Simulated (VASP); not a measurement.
# ZrO (Cmmm) in VASP: reference runs

Aim: a first look at ZrO with PBE, on the cell as given.

Everything below comes from runs of VASP 6.6.1. Logs are shortened: lines on timing, memory, paths and dates and some standing lists are left out, and cuts for length are marked.

### 1 The crystal as given

It takes space group Cmmm (No. 65, orthorhombic). The conventional cell has a = 3.653 Å, b = 5.838 Å, c = 2.620 Å, α = 90.00°, β = 90.00°, γ = 90.00°. Zr (site symmetry mmm) is surrounded by 2 O at 1.83 Å. Around O (site symmetry mmm) lie 2 Zr at 1.83 Å.

The cell was built by a generator and needn't be a form met in nature.

### 2 Single point, PBE

Input file INCAR:

```
SYSTEM = ZrO
PREC     = Accurate       ! precision mode
ENCUT    = 520            ! plane-wave cutoff, eV
EDIFF    = 1E-7           ! SCF threshold, eV
ISMEAR   = -1             ! smearing method
SIGMA    = 0.05           ! smearing width, eV
LREAL    = .False.        ! projectors in reciprocal space
LASPH    = .True.         ! aspherical terms in the spheres
NELM     = 60             ! most SCF steps
ALGO     = Normal         ! electronic algorithm
ISIF     = 2              ! what is computed and relaxed
LWAVE    = .False.        ! write WAVECAR
LCHARG   = .False.        ! write CHGCAR
GGA      = PE             ! functional
NBANDS   = 16             ! bands
```

Input file KPOINTS:

```
Automatic mesh
0
Gamma
  9 9 10
  0 0 0
```

Input file POSCAR:

```
ZrO
1.0
    1.8266398600     -2.9188492700      0.0000000000
    1.8266398600      2.9188492700      0.0000000000
    0.0000000000      0.0000000000      2.6199383700
Zr O
1 1
Direct
    0.0000000000      0.0000000000      0.0000000000
    0.5000000000      0.5000000000      0.0000000000
```

Potentials or basis: VASP PAW PBE potentials, release 64 (Zr_sv, O).

Run with:

```
> cat potpaw_PBE.64/Zr_sv/POTCAR potpaw_PBE.64/O/POTCAR > POTCAR
> mpirun -np 1 vasp_std > vasp.out
```

OUTCAR:

```text
SYSTEM = ZrO
   PREC = Accurate
   ENCUT = 520
   EDIFF = 1E-7
   ISMEAR = -1
   LREAL = .False.
   LASPH = .True.
   NELM = 60
   ISIF = 2
   GGA = PE

 ion  position               nearest neighbor table
   1  0.000  0.000  0.000-   2 1.83   2 1.83   2 2.92   2 2.92
   2  0.500  0.500  0.000-   1 1.83   1 1.83   1 2.92   1 2.92

  LATTYP: Found a base centered orthorhombic cell.
 ALAT       =     3.6532797200
 B/A-ratio  =     1.5979336343
 C/A-ratio  =     0.7171469394

  Lattice vectors:

 A1 = (   1.8266398600,  -2.9188492700,   0.0000000000)
 A2 = (   1.8266398600,   2.9188492700,   0.0000000000)
 A3 = (   0.0000000000,   0.0000000000,   2.6199383700)

Analysis of symmetry for initial positions (statically):
=====================================================================
 Subroutine PRICEL returns:
 Original cell was already a primitive cell.

 Routine SETGRP: Setting up the symmetry group for a
 base centered orthorhombic supercell.

 Subroutine GETGRP returns: Found  8 space group operations
 (whereof  8 operations were pure point group operations)
 out of a pool of  8 trial point group operations.

The static configuration has the point symmetry D_2h.

Analysis of symmetry for dynamics (positions and initial velocities):
=====================================================================
 Subroutine PRICEL returns:
 Original cell was already a primitive cell.

 Routine SETGRP: Setting up the symmetry group for a
 base centered orthorhombic supercell.

 Subroutine GETGRP returns: Found  8 space group operations
 (whereof  8 operations were pure point group operations)
 out of a pool of  8 trial point group operations.

The dynamic configuration has the point symmetry D_2h.

 Subroutine INISYM returns: Found  8 space group operations
 (whereof  8 operations are pure point group operations),
 and found     1 'primitive' translations

----------------------------------------------------------------------------------------

                                     Primitive cell

  volume of cell :      27.9374

  direct lattice vectors                    reciprocal lattice vectors
     1.826639860 -2.918849270  0.000000000     0.273726645 -0.171300384  0.000000000
     1.826639860  2.918849270  0.000000000     0.273726645  0.171300384  0.000000000
[... 84 lines left out ...]
   NELM   =     60;   NELMIN=  2; NELMDL= -5     # of ELM steps
   EDIFF  = 0.1E-06   stopping-criterion for ELM
   LREAL  =      F    real-space projection
   EDIFFG = 0.1E-05   stopping-criterion for IOM
   NSW    =      0    number of steps for IOM
   IBRION =     -1    ionic relax: 0-MD 1-quasi-New 2-CG
   NFREE  =      0    steps in history (QN), initial steepest desc. (CG)
   ISIF   =      2    stress and relaxation
   ISYM   =      2    0-nonsym 1-usesym 2-fastsym
   POTIM  = 0.5000    time-step for ionic-motion
   TEBEG  =    0.0;   TEEND  =   0.0 temperature during run
   PSTRESS=    0.0 pullay stress
   NELECT =      18.0000    total number of electrons
   NUPDOWN=      -1.0000    fix difference up-down
   EMIN   =  10.00;   EMAX   =-10.00  energy-range for DOS
   EFERMI =   0.00;   METHOD = LEGACY
   ISMEAR =    -1;   SIGMA  =   0.05  broadening in eV -4-tet -1-fermi 0-gaus
   EFERMI_NEDOS =   21; number of points for ismear=-14 and -15
   IALGO  =     38    algorithm
   IMIX   =      4    mixing-type and parameters
     AMIX     =   0.40;   BMIX     =  1.00
     AMIX_MAG =   1.60;   BMIX_MAG =  1.00
  volume/ion in A,a.u.               =      13.97        94.27
  Fermi-wavevector in a.u.,A,eV,Ry     =   1.413960  2.671997 27.201893  1.999283
  Thomas-Fermi vector in A             =   2.535552
   LORBIT       =      0    0 simple, 1 ext, 2 COOP (PROOUT), +10 PAW based schemes
   GGA     = PE    functional components
   LHFCALC =     F    Hartree Fock is set to
   AEXX    =    0.0000 exact exchange contribution
   IVDW    =     0    specifies the selected vdW correction
   LEPSILON=     F    determine dielectric tensor
   LRPA    =     F    only Hartree local field effects (RPA)
 non-spin polarized calculation
  energy-cutoff  :      520.00
  volume of cell :       27.94
 maximum number of plane-waves:       776
 NGX is ok and might be reduce to    28
   NGX = 13   NGY = 13   NGZ =  9

 number of electron      18.0000001 magnetization

 Free energy of the ion-electron system (eV)
  ---------------------------------------------------
  ext. energy  EPLUGINS =         0.00000000
  ---------------------------------------------------
  free energy    TOTEN  =       -14.79539785 eV

  energy without entropy =      -14.78532092  energy(sigma->0) =      -14.79035938

 E-fermi :   9.3158     XC(G=0): -11.3554

 val. band max:        9.2764081063   @ k =   0.0000   0.0000   0.4000
 cond. band min:       9.3223497238   @ k =  -0.3333   0.1111   0.2000
 fundamental gap:      0.0459416175
 Fermi energy:         9.3158018858

 k-point     1 :       0.0000    0.0000    0.0000
  band No.  band energies     occupation
      1     -39.6317      2.00000
      2     -18.3597      2.00000
      3     -17.5074      2.00000
      4     -16.2943      2.00000
      5     -11.1921      2.00000
      6       4.3391      2.00000
[... 433 lines left out ...]
      3     -17.9287      2.00000
      4     -16.2590      2.00000
      5     -10.7920      2.00000
      6       3.1231      2.00000
[... 8 lines left out ...]
     15      17.2973      0.00000
     16      21.1633      0.00000

 [... further k-points ...]

------------------------ aborting loop because EDIFF is reached ----------------------------------------

  FORCE on cell =-STRESS in cart. coord.  units (eV):
  Direction    XX          YY          ZZ          XY          YZ          ZX
  --------------------------------------------------------------------------------------
  -------------------------------------------------------------------------------------
  Total       25.7533693     -0.0933988      7.1771720      0.0000000      0.0000000      0.0000000
  in kB     1476.9267913     -5.3563164    411.6027472      0.0000000      0.0000000      0.0000000
  external PRESSURE =     627.7244073 kB  Pullay stress =       0.0000000 kB

 VOLUME and BASIS-vectors are now :
 -----------------------------------------------------------------------------
  energy-cutoff  :      520.00
  volume of cell :       27.94
      direct lattice vectors                 reciprocal lattice vectors
     1.826639860 -2.918849270  0.000000000     0.273726645 -0.171300384  0.000000000
     1.826639860  2.918849270  0.000000000     0.273726645  0.171300384  0.000000000
     0.000000000  0.000000000  2.619938370     0.000000000  0.000000000  0.381688368

 POSITION                                       TOTAL-FORCE (eV/Angst)
 -----------------------------------------------------------------------------------
      0.00000      0.00000      0.00000         0.000000     -0.000000      0.000000
      1.82664      0.00000      0.00000        -0.000000      0.000000      0.000000
 -----------------------------------------------------------------------------------
    total drift:                                0.000000      0.000000      0.000000

  FREE ENERGIE OF THE ION-ELECTRON SYSTEM (eV)
  ---------------------------------------------------
  free  energy   TOTEN  =       -14.7953978499 eV

  energy  without entropy=      -14.7853209166  energy(sigma->0) =      -14.79035938
```

OSZICAR:

```text
N       E                     dE             d eps       ncg     rms          rms(c)
DAV:   1     0.143203473785E+03    0.14320E+03   -0.10376E+04  4800   0.114E+03
DAV:   2    -0.118987391997E+02   -0.15510E+03   -0.14802E+03  6168   0.314E+02
DAV:   3    -0.176415118993E+02   -0.57428E+01   -0.56976E+01  6616   0.563E+01
DAV:   4    -0.177798933281E+02   -0.13838E+00   -0.13831E+00  6432   0.759E+00
DAV:   5    -0.177819726342E+02   -0.20793E-02   -0.20793E-02  6560   0.753E-01    0.327E+01
DAV:   6    -0.148752339669E+02    0.29067E+01   -0.87442E+00  6080   0.275E+01    0.136E+01
DAV:   7    -0.148068820018E+02    0.68352E-01   -0.60686E-01  5368   0.671E+00    0.102E+01
DAV:   8    -0.147993964049E+02    0.74856E-02   -0.11367E-01  6504   0.317E+00    0.249E+00
DAV:   9    -0.147952881535E+02    0.41083E-02   -0.11908E-02  5536   0.859E-01    0.253E-01
DAV:  10    -0.147954075465E+02   -0.11939E-03   -0.74454E-04  6120   0.296E-01    0.623E-02
DAV:  11    -0.147953977162E+02    0.98302E-05   -0.52201E-05  6040   0.786E-02    0.181E-02
DAV:  12    -0.147953980848E+02   -0.36860E-06   -0.53092E-06  5808   0.242E-02    0.310E-03
DAV:  13    -0.147953979308E+02    0.15399E-06   -0.30582E-07  5944   0.516E-03    0.147E-03
DAV:  14    -0.147953978499E+02    0.80958E-07   -0.43258E-08  2984   0.182E-03
   1 F= -.14795398E+02 E0= -.14790359E+02  d E =-.100769E-01
```

stdout:

```text
POSCAR found type information on POSCAR ZrO
 POSCAR found :  2 types and       2 ions
 scaLAPACK will be used
 LDA part: xc-table for (Slater+PW92), standard interpolation
 POSCAR, INCAR and KPOINTS ok, starting setup
 FFT: planning ... GRIDC
 FFT: planning ... GRID_SOFT
 FFT: planning ... GRID
 WAVECAR not read
 entering main loop
```

Run time: 53 s. Hardware: 1 thread of Intel Xeon Platinum 8375C at 2.90GHz (Ice Lake), shared host; peak memory 0.19 GiB.

What came out:

- Free energy: -14.7954 eV
- Pressure: 62.8 GPa
- Band gap on the k mesh: none (metal or under the smearing width)

Caveat: a pressure of tens of GPa on the cell as given is suspect, and the run, the potentials or the cell itself is likely at fault.
